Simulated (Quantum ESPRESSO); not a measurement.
Something may be wrong with this Quantum ESPRESSO 7.5 calculation of Br.

pw.in

```
&CONTROL
  calculation = 'scf'
  prefix = 'pwscf'
  outdir = './tmp'
  pseudo_dir = './pseudo'
  tprnfor = .true.
  tstress = .true.
  disk_io = 'low'
/
&SYSTEM
  ibrav = 0
  nat = 4
  ntyp = 1
  ecutwfc = 76
  nbnd = 45
  input_dft = 'revpbe'
  occupations = 'smearing'
  smearing = 'fd'
  degauss = 0.00367493
  vdw_corr = 'grimme-d3'
  dftd3_version = 3
/
&ELECTRONS
  conv_thr = 8d-10
  electron_maxstep = 50
  mixing_beta = 0.5
  mixing = 0.3
/
ATOMIC_SPECIES
Br    79.9040 Br.upf
CELL_PARAMETERS angstrom
   3.3632500000   -2.3225500000    0.0000000000
   3.3632500000    2.3225500000    0.0000000000
   0.0000000000    0.0000000000    8.7023000000
ATOMIC_POSITIONS crystal
Br     0.3651000000    0.6349000000    0.3901000000
Br     0.1349000000    0.8651000000    0.8901000000
Br     0.6349000000    0.3651000000    0.6099000000
Br     0.8651000000    0.1349000000    0.1099000000
K_POINTS automatic
7 7 3 0 0 0
```

Potentials or basis: PseudoDojo 0.4 SR PBE stringent.

Command:

```console
$ OMP_NUM_THREADS=1 pw.x -in pw.in > pw.out
```

pw.out:

```text
This program is part of the open-source Quantum ESPRESSO suite
     for quantum simulation of materials; please cite
         "P. Giannozzi et al., J. Phys.:Condens. Matter 21 395502 (2009);
         "P. Giannozzi et al., J. Phys.:Condens. Matter 29 465901 (2017);
         "P. Giannozzi et al., J. Chem. Phys. 152 154105 (2020);
     in publications or presentations arising from this work. More details at

 %%%%%%%%%%%%%%%%%%%%%%%%%%%%%%%%%%%%%%%%%%%%%%%%%%%%%%%%%%%%%%%%%%%%%%%%%%%%%%
     Error in routine  read_namelists (1):
      bad line in namelist &electrons: "  mixing = 0.3" (error could be in the previous line)
 %%%%%%%%%%%%%%%%%%%%%%%%%%%%%%%%%%%%%%%%%%%%%%%%%%%%%%%%%%%%%%%%%%%%%%%%%%%%%%

     stopping ...
```

Question: What happened, and what is wrong with the input?

Answer: The program refused the input. The input holds a flaw that was put in on purpose: misspelt key (mixing = 0.3).
